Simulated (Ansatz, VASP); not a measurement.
This is a calculation of Mg for Ansatz 0.2.0.

The input input.yaml:

```yaml
crystal:
  lattice:
    - [3.1877604248, 0.0, 0.0]
    - [-1.5938802124, 2.7606815091, 0.0]
    - [0.0, 0.0, 5.17533049]
  atoms:
    - { symbol: Mg, position: [0.6666666667, 0.3333333333, 0.75] }
    - { symbol: Mg, position: [0.3333333333, 0.6666666667, 0.25] }
hamiltonian:
  xc: revpbe
  pseudopotentials: { kind: paw }
  dispersion: d4
kpoints:
  mp_grid: { grid: [10, 10, 5] }
scf:
  occupations: { method: fermi_dirac, width: 0.05 }
output:
  forces: true
  stress: true
  eigenvalues: true
```

Potentials or basis: Ansatz PAW.

The run is started by

```console
$ ansatz run input.yaml --threads 2 --pin off --max-ram 5120MiB --backend cpu --events-out ev --progress --plain --runs-dir out
```

Translate it to VASP 6.6.1. Potentials there: VASP PAW PBE potentials, release 64 (Mg).

As run (the cutoff follows the program's own potentials):

INCAR

```
ALGO = Fast
EDIFF = 1E-7
ENCUT = 520
GGA = RE
ISIF = 2
ISMEAR = -1
IVDW = 13
LASPH = True
LCHARG = True
LELF = True
LREAL = False
LVHAR = True
LWAVE = False
NBANDS = 9
NELM = 80
PREC = Accurate
SIGMA = 0.05
```

Contents of KPOINTS:

```
k-points
0
Gamma
  10 10 5
```

The input POSCAR:

```
Mg
1.0
    3.1877604248      0.0000000000      0.0000000000
   -1.5938802124      2.7606815091      0.0000000000
    0.0000000000      0.0000000000      5.1753304900
Mg
2
Direct
    0.6666666667      0.3333333333      0.7500000000
    0.3333333333      0.6666666667      0.2500000000
```

Potentials or basis: VASP PAW PBE potentials, release 64 (Mg).

Run with:

```bash
$ cat potpaw_PBE.64/Mg/POTCAR > POTCAR
$ mpirun -np 1 vasp_std > vasp.out
```

Both were run:

|  | VASP | Ansatz | Ansatz less VASP |
| --- | --- | --- | --- |
| gap on the k mesh at the Fermi level (eV) | none | none | - |
| pressure (GPa) | 0.3 | 0.5 | +0.19 |
| largest component of the traceless stress (GPa) | 0.70 | 0.69 | -0.002 |
| dispersion energy (meV/atom) | -127.2 | -127.2 | -0.05 |

A gap of «none» marks a metal or a gap that the smearing closes. The two sets of potentials don't hold the same shells in valence.

Caveats: pairwise dispersion overbinds metals, which lowers pressure and volume; the PAW data sets were made with another functional, which shifts forces and pressure a little (VASP); the PAW data sets come from PBE, with cores solved anew for the run's functional, which leaves a small shift of forces and pressure (Ansatz).
